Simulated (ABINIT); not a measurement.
GaP:

```
CELL_PARAMETERS angstrom
0.00000 2.72525 2.72525
2.72525 0.00000 2.72525
2.72525 2.72525 0.00000
ATOMIC_POSITIONS crystal
Ga 0.00000 0.00000 0.00000
P 0.75000 0.75000 0.75000
```

Base run:

```yaml
Program: ABINIT 10.8.3 (patched build)
Functional: BP86
Potentials_or_basis: PseudoDojo NC SR PBE v0.4.1 standard
Cutoff: 1088 eV
k_mesh: 8 × 8 × 8
Occupations: fermi-dirac, width 0.05 eV
Spin: no spin polarisation
```

Its results: band gap on the k mesh 1.65 eV, indirect (least direct gap 1.77 eV); pressure 3.2 GPa.

Problem. The run is repeated on the same cell with these changes: functional from BP86 to rPW86PBE. What comes out?

Solution. Band gap on the k mesh 1.67 eV, indirect (least direct gap 1.77 eV); pressure 4.9 GPa.

Caveats: the potentials were made for another functional, which shifts forces and pressure.
